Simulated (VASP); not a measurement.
Crystal: SiO2.

```
Si O
1.0
     5.03038    0.00000    0.00000
     0.00000    5.03038    0.00000
     0.00000    0.00000    7.00777
Si O
4 8
Cartesian
  1.5015 1.5015 0.0000
  1.0137 4.0167 1.7519
  3.5289 3.5289 3.5039
  4.0167 1.0137 5.2558
  1.2053 0.5144 1.2500
  2.0008 3.7205 3.0020
  3.8251 4.5160 4.7539
  3.0295 1.3099 6.5059
  3.7205 2.0008 4.0058
  4.5160 3.8251 2.2538
  1.3099 3.0295 0.5019
  0.5144 1.2053 5.7577
```

Base run:

* Program: VASP 6.6.1
* Functional: r2SCAN
* Potentials or basis: VASP PAW PBE potentials, release 64 (Si, O)
* Cutoff: 520 eV
* k mesh: 4 × 4 × 4
* Occupations: gaussian, width 0.02 eV
* Spin: no spin polarisation

Its results: band gap on the k mesh 6.23 eV, direct; pressure -2.4 GPa; largest force 0.164 eV/Å.

Q: The run is repeated on the same cell with these changes: functional from r2SCAN to PBEsol. What comes out?

A: Band gap on the k mesh 5.56 eV, direct; pressure 0.2 GPa; largest force 0.006 eV/Å.

r2SCAN gives the wider gap, since meta-GGAs in the generalised Kohn-Sham scheme recover part of the derivative discontinuity.

Caveats: the PAW data sets were made with another functional, which shifts forces and pressure a little.

Not every run made on this cell is shown here.
